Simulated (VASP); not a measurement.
Method: r2SCAN meta-GGA, VASP's PBE PAW potentials (set 64) (plane waves; VASP).

VASP input:

**INCAR**
```
ISIF=3   # ions, shape and volume
EDIFFG=-0.01
ISMEAR=0
SYSTEM=Li2O
IBRION=2
LREAL=.FALSE.
EDIFF=1E-6
NSW=60
LASPH=.TRUE.   # aspherical one-centre terms
METAGGA=R2SCAN
LWAVE=.FALSE.
SIGMA=0.05   # width (eV)
LCHARG=.FALSE.
NELM=100
LMIXTAU=.TRUE.
PREC=Accurate
ENCUT=520   # plane-wave cut-off (eV)
ALGO=Normal   # blocked Davidson
```

### POSCAR
```
Li2O
1.0
  0.0000000000   2.3100000000   2.3100000000
  2.3100000000   0.0000000000   2.3100000000
  2.3100000000   2.3100000000   0.0000000000
Li O
2 1
Cart
  1.1550000000   1.1550000000   1.1550000000
  3.4650000000   3.4650000000   3.4650000000
  0.0000000000   0.0000000000   0.0000000000
```

KPOINTS:
```
kpoints
0
Gamma
  9 9 9
```

POTCAR, in this order: Li_sv O (PBE.64 set). Program: vasp_std.

What VASP printed:

### OSZICAR
```
       N       E                     dE             d eps       ncg     rms          rms(c)
DAV:   1     0.401734243789E+02    0.40173E+02   -0.65304E+03   700   0.133E+03
DAV:   2    -0.158192769315E+02   -0.55993E+02   -0.53769E+02   800   0.254E+02
DAV:   3    -0.213692945245E+02   -0.55500E+01   -0.55284E+01  1268   0.657E+01
DAV:   4    -0.214378782651E+02   -0.68584E-01   -0.68504E-01   922   0.887E+00
DAV:   5    -0.214386182289E+02   -0.73996E-03   -0.73988E-03  1092   0.625E-01    0.674E+00
DAV:   6    -0.168324797327E+02    0.46061E+01   -0.44582E+00   892   0.157E+01    0.207E+00
DAV:   7    -0.168493730549E+02   -0.16893E-01   -0.97483E-01   810   0.824E+00    0.202E+00
DAV:   8    -0.190412888704E+02   -0.21919E+01   -0.28677E+00   998   0.136E+01    0.264E+00
DAV:   9    -0.168522809115E+02    0.21890E+01   -0.16084E+00  1110   0.100E+01    0.652E-01
DAV:  10    -0.168310669795E+02    0.21214E-01   -0.15687E-01   828   0.395E+00    0.333E-01
DAV:  11    -0.168154074182E+02    0.15660E-01   -0.16596E-02   804   0.138E+00    0.381E-01
DAV:  12    -0.168251721825E+02   -0.97648E-02   -0.21506E-02   722   0.161E+00    0.938E-02
DAV:  13    -0.168258334843E+02   -0.66130E-03   -0.14569E-03  1016   0.349E-01    0.507E-02
DAV:  14    -0.168258072985E+02    0.26186E-04   -0.66470E-05   822   0.111E-01    0.500E-02
DAV:  15    -0.168262608580E+02   -0.45356E-03   -0.35760E-04   744   0.214E-01    0.135E-02
DAV:  16    -0.168263732942E+02   -0.11244E-03   -0.17430E-04   726   0.192E-01    0.102E-02
DAV:  17    -0.168263530148E+02    0.20279E-04   -0.11220E-05   748   0.475E-02    0.775E-03
DAV:  18    -0.168262644297E+02    0.88585E-04   -0.22190E-05   842   0.476E-02    0.190E-03
DAV:  19    -0.168262831756E+02   -0.18746E-04   -0.14255E-06   808   0.161E-02    0.132E-03
DAV:  20    -0.168262857294E+02   -0.25538E-05   -0.37917E-08   426   0.217E-03    0.925E-04
DAV:  21    -0.168262905072E+02   -0.47778E-05   -0.93427E-08   398   0.381E-03    0.287E-04
DAV:  22    -0.168262927957E+02   -0.22885E-05   -0.27696E-08   398   0.150E-03    0.472E-05
DAV:  23    -0.168262925983E+02    0.19740E-06   -0.88963E-09   396   0.839E-04
   1 F= -.16826293E+02 E0= -.16826293E+02  d E =-.168263E+02
       N       E                     dE             d eps       ncg     rms          rms(c)
DAV:   1    -0.168634963895E+02   -0.37204E-01   -0.55204E-01   704   0.739E+00    0.132E+00
DAV:   2    -0.168338433654E+02    0.29653E-01   -0.17631E-01   786   0.332E+00    0.423E-01
DAV:   3    -0.168322665290E+02    0.15768E-02   -0.55645E-03   896   0.794E-01    0.242E-01
DAV:   4    -0.168307458482E+02    0.15207E-02   -0.13834E-03   714   0.543E-01    0.535E-02
DAV:   5    -0.168311900431E+02   -0.44419E-03   -0.20093E-03   758   0.559E-01    0.290E-02
DAV:   6    -0.168314498933E+02   -0.25985E-03   -0.24585E-04   732   0.221E-01    0.686E-03
DAV:   7    -0.168314189865E+02    0.30907E-04   -0.12981E-05   818   0.396E-02    0.239E-03
DAV:   8    -0.168313953203E+02    0.23666E-04   -0.24776E-06   886   0.196E-02    0.317E-03
DAV:   9    -0.168314038519E+02   -0.85316E-05   -0.14499E-06   730   0.148E-02    0.773E-04
DAV:  10    -0.168314109789E+02   -0.71270E-05   -0.40457E-07   654   0.821E-03    0.206E-04
DAV:  11    -0.168314110209E+02   -0.42067E-07   -0.81753E-08   380   0.405E-03
   2 F= -.16831411E+02 E0= -.16831411E+02  d E =-.511842E-02
       N       E                     dE             d eps       ncg     rms          rms(c)
DAV:   1    -0.168348847348E+02   -0.34738E-02   -0.55056E-02   704   0.233E+00    0.415E-01
DAV:   2    -0.168317814831E+02    0.31033E-02   -0.17182E-02   782   0.104E+00    0.131E-01
DAV:   3    -0.168316612672E+02    0.12022E-03   -0.48309E-04   870   0.241E-01    0.763E-02
DAV:   4    -0.168316009765E+02    0.60291E-04   -0.14173E-04   742   0.167E-01    0.179E-02
DAV:   5    -0.168315539780E+02    0.46999E-04   -0.20388E-04   796   0.172E-01    0.933E-03
DAV:   6    -0.168315915829E+02   -0.37605E-04   -0.24054E-05   732   0.698E-02    0.198E-03
DAV:   7    -0.168315832976E+02    0.82853E-05   -0.12888E-06   794   0.128E-02    0.723E-04
DAV:   8    -0.168315767253E+02    0.65723E-05   -0.17458E-07   406   0.588E-03    0.793E-04
DAV:   9    -0.168315785589E+02   -0.18336E-05   -0.11053E-07   366   0.417E-03    0.199E-04
DAV:  10    -0.168315801940E+02   -0.16350E-05   -0.19633E-08   362   0.188E-03    0.741E-05
DAV:  11    -0.168315808588E+02   -0.66488E-06   -0.37729E-09   356   0.693E-04
   3 F= -.16831581E+02 E0= -.16831581E+02  d E =-.528826E-02
```

**OUTCAR**
```
------------------------ aborting loop because EDIFF is reached ----------------------------------------
  FORCE on cell =-STRESS in cart. coord.  units (eV):
  Direction    XX          YY          ZZ          XY          YZ          ZX
  --------------------------------------------------------------------------------------
  Total       -0.0033189     -0.0033189     -0.0033189      0.0000000      0.0000000      0.0000000
  in kB       -0.2218355     -0.2218355     -0.2218355      0.0000000      0.0000000      0.0000000
  external PRESSURE =      -0.2218355 kB  Pullay stress =       0.0000000 kB
  volume of cell :       23.97
      direct lattice vectors                 reciprocal lattice vectors
     0.000000000  2.288480734  2.288480734    -0.218485562  0.218485562  0.218485562
     2.288480734  0.000000000  2.288480734     0.218485562 -0.218485562  0.218485562
     2.288480734  2.288480734  0.000000000     0.218485562  0.218485562 -0.218485562
 POSITION                                       TOTAL-FORCE (eV/Angst)
 -----------------------------------------------------------------------------------
      1.14424      1.14424      1.14424        -0.000000     -0.000000     -0.000000
      3.43272      3.43272      3.43272         0.000000      0.000000      0.000000
      0.00000      0.00000      0.00000        -0.000000      0.000000     -0.000000
 -----------------------------------------------------------------------------------
    total drift:                               -0.000000      0.000000      0.000000
  FREE ENERGIE OF THE ION-ELECTRON SYSTEM (eV)
  ---------------------------------------------------
  free  energy   TOTEN  =       -16.8315808588 eV

  energy  without entropy=      -16.8315808588  energy(sigma->0) =      -16.83158086

 reached required accuracy - stopping structural energy minimisation
```
(Selected blocks of OUTCAR.)

**CONTCAR**
```
Li2O
   1.00000000000000
     0.0000000000000000    2.2884807340279196    2.2884807340279196
     2.2884807340279196    0.0000000000000000    2.2884807340279196
     2.2884807340279196    2.2884807340279196    0.0000000000000000
  Li              O
     2     1
Direct
     0.2500000000000000    0.2500000000000000    0.2500000000000000
     0.7500000000000000    0.7500000000000000    0.7500000000000000
     0.0000000000000000    0.0000000000000000    0.0000000000000000
```

Energy and stress use the plane-wave basis of the starting cell.

The compound is Li2O in the antifluorite structure. This run relaxes it. Symmetry was kept, so distortions that lower it aren't found.
